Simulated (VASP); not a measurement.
# KCl (Sylvite) (Fm-3m) in VASP: notebook, part 3 of 3

VASP 6.6.1. Earlier steps stand in the parts before.

**6. Single point, PBEsol**

This run uses another cell than the first one, of 18.71 Å³/atom, 0.601 times its volume.

Input file INCAR:

```
PREC = Accurate
ENCUT = 500
EDIFF = 1E-6
ISMEAR = -1
SIGMA = 0.05
LREAL = False
LASPH = True
NELM = 120
ALGO = Normal
ISIF = 2
LWAVE = False
LCHARG = False
GGA = PS
NBANDS = 15
GGA_COMPAT = False
```

Input file KPOINTS:

```
Automatic mesh
0
Gamma
  7 7 7
```

Input file POSCAR:

```
KCl
1.0
    0.0000000000      2.6546088585      2.6546088585
    2.6546088585      0.0000000000      2.6546088585
    2.6546088585      2.6546088585      0.0000000000
K Cl
1 1
Direct
    0.0000000000      0.0000000000      0.0000000000
    0.5000000000      0.5000000000      0.5000000000
```

Potentials or basis: VASP PAW PBE potentials, release 64 (K_sv, Cl).

Run with:

```console
> cat potpaw_PBE.64/K_sv/POTCAR potpaw_PBE.64/Cl/POTCAR > POTCAR
> mpirun -np 1 vasp_std > vasp.out
```

OUTCAR:

```text
PREC = Accurate
   ENCUT = 500
   EDIFF = 1E-6
   ISMEAR = -1
   LREAL = False
   LASPH = True
   NELM = 120
   ISIF = 2
   GGA = PS

 ion  position               nearest neighbor table
   1  0.000  0.000  0.000-   2 2.65   2 2.65   2 2.65   2 2.65   2 2.65   2 2.65
   2  0.500  0.500  0.500-   1 2.65   1 2.65   1 2.65   1 2.65   1 2.65   1 2.65

  LATTYP: Found a face centered cubic cell.
 ALAT       =     5.3092177170

  Lattice vectors:

[... 538 lines left out ...]

------------------------ aborting loop because EDIFF is reached ----------------------------------------

  FORCE on cell =-STRESS in cart. coord.  units (eV):
  Direction    XX          YY          ZZ          XY          YZ          ZX
  --------------------------------------------------------------------------------------
  -------------------------------------------------------------------------------------
  Total        7.1560477      7.1560477      7.1560477      0.0000000      0.0000000      0.0000000
  in kB      306.4447579    306.4447579    306.4447579      0.0000000      0.0000000      0.0000000
  external PRESSURE =     306.4447579 kB  Pullay stress =       0.0000000 kB

 VOLUME and BASIS-vectors are now :
 -----------------------------------------------------------------------------
  energy-cutoff  :      500.00
  volume of cell :       37.41
      direct lattice vectors                 reciprocal lattice vectors
     0.000000000  2.654608859  2.654608859    -0.188351666  0.188351666  0.188351666
     2.654608859  0.000000000  2.654608859     0.188351666 -0.188351666  0.188351666
     2.654608859  2.654608859  0.000000000     0.188351666  0.188351666 -0.188351666

 POSITION                                       TOTAL-FORCE (eV/Angst)
 -----------------------------------------------------------------------------------
      0.00000      0.00000      0.00000         0.000000      0.000000      0.000000
      2.65461      2.65461      2.65461        -0.000000     -0.000000     -0.000000
 -----------------------------------------------------------------------------------
    total drift:                                0.000000      0.000000      0.000000

  FREE ENERGIE OF THE ION-ELECTRON SYSTEM (eV)
  ---------------------------------------------------
  free  energy   TOTEN  =        -5.6202502173 eV

  energy  without entropy=       -5.6202502173  energy(sigma->0) =       -5.62025022
```

OSZICAR:

```text
N       E                     dE             d eps       ncg     rms          rms(c)
DAV:   1     0.111103135930E+03    0.11110E+03   -0.75775E+03   600   0.993E+02
DAV:   2    -0.736234417343E+00   -0.11184E+03   -0.10177E+03   803   0.261E+02
DAV:   3    -0.570336878565E+01   -0.49671E+01   -0.49448E+01   775   0.491E+01
DAV:   4    -0.586569248069E+01   -0.16232E+00   -0.16228E+00   885   0.847E+00
DAV:   5    -0.586741556570E+01   -0.17231E-02   -0.17230E-02   790   0.866E-01    0.106E+01
DAV:   6    -0.563182144781E+01    0.23559E+00   -0.31807E-01   768   0.412E+00    0.777E+00
DAV:   7    -0.561908269056E+01    0.12739E-01   -0.13356E-01   820   0.252E+00    0.285E+00
DAV:   8    -0.562006450001E+01   -0.98181E-03   -0.21702E-02   707   0.134E+00    0.388E-01
DAV:   9    -0.562009835083E+01   -0.33851E-04   -0.63618E-04   754   0.205E-01    0.162E-01
DAV:  10    -0.562025427691E+01   -0.15593E-03   -0.30908E-04   719   0.146E-01    0.869E-02
DAV:  11    -0.562024957971E+01    0.46972E-05   -0.56269E-05   726   0.727E-02    0.139E-02
DAV:  12    -0.562025021731E+01   -0.63760E-06   -0.35065E-06   761   0.147E-02
   1 F= -.56202502E+01 E0= -.56202502E+01  d E =-.405554E-10
```

It took 5.2 s on 1 thread of Intel Xeon 6975P-C (Granite Rapids), shared host; peak memory 0.15 GiB.

Results:

```
Free energy            : -5.6203 eV
Pressure               : 30.6 GPa
Band gap on the k mesh : 5.19 eV, indirect (least direct gap 5.40 eV)
```

Levels at points of the mesh, in eV from the valence-band top:
| k point | band 6 | band 7 | band 8 | band 9 | band 10 | band 11 |
| --- | --- | --- | --- | --- | --- | --- |
| (0.00, 0.00, 0.00) | 0.00 | 0.00 | 0.00 | 7.29 | 7.84 | 7.84 |

Caveat: the PAW data sets were made with another functional, which shifts forces and pressure a little.

**7. Summary**

| task | level | spin | cell | k mesh | cutoff (eV) | smearing | gap on the mesh (eV) | pressure (GPa) | moment (μB) |
| --- | --- | --- | --- | --- | --- | --- | --- | --- | --- |
| single point | BLYP+D3(BJ) | collinear, ferromagnetic start | a = 4.450 Å, angles 60.0°, 2 atoms | 7 × 7 × 7 | 520 | gaussian 0.1 eV | 5.18 | -0.8 | 0.00 |
| relaxation of cell and atoms | RPBE | collinear, zero start | relaxed from a = 4.450 Å, angles 60.0°, 2 atoms | 7 × 7 × 7 | 600 | gaussian 0.1 eV | 5.08 | 0.0 | 0.00 |
| single point | PBEsol | off | a = 4.450 Å, angles 60.0°, 2 atoms | 8 × 8 × 8 | 520 | gaussian 0.01 eV | 5.02 | -0.4 | - |
| single point | r2SCAN | off | a = 4.450 Å, angles 60.0°, 2 atoms | 8 × 8 × 8 | 520 | gaussian 0.01 eV | 5.83 | 0.0 | - |
| single point | PBEsol | off | a = 3.754 Å, angles 60.0°, 2 atoms | 7 × 7 × 7 | 500 | fermi-dirac 0.05 eV | 5.19 | 30.6 | - |

Alike in all rows: potentials or basis VASP PAW PBE potentials, release 64 (K_sv, Cl).

On the cell as given the gap runs from 5.02 eV (PBEsol) to 5.83 eV (r2SCAN); the meshes differ, which moves gaps too. The pressure there spans -0.8 GPa (BLYP+D3(BJ)) to 0.0 GPa (r2SCAN); a positive pressure means that this level wants a larger cell, a negative one a smaller.

Caveats: the PAW data sets were made with another functional, which shifts forces and pressure a little; the volume moved by +15 % from the deposited cell, more than functionals usually miss (some runs).

Total energies depend on the potentials used, so only differences within one code and one set of settings carry meaning.

**8. Comparison with measurements**

Step 2. Measured gap of KCl: 8.68 eV (a printed reference work, monograph). This calculation gives 5.18 eV (-3.50 eV). The value is that of BLYP+D3(BJ) on a finite k mesh, which can miss the band edges, without temperature or zero-point motion. Semilocal functionals fall short of measured gaps as a rule.

Step 4. Measured gap of KCl: 8.68 eV (a printed reference work, monograph). This calculation gives 5.02 eV (-3.66 eV). The value is that of PBEsol on a finite k mesh, which can miss the band edges, without temperature or zero-point motion. Semilocal functionals fall short of measured gaps as a rule.

Step 5. Against the measured gap of KCl, 8.68 eV (a printed reference work, monograph), the calculated 5.83 eV is off by -2.85 eV. The value is that of r2SCAN on a finite k mesh, which can miss the band edges, without temperature or zero-point motion.
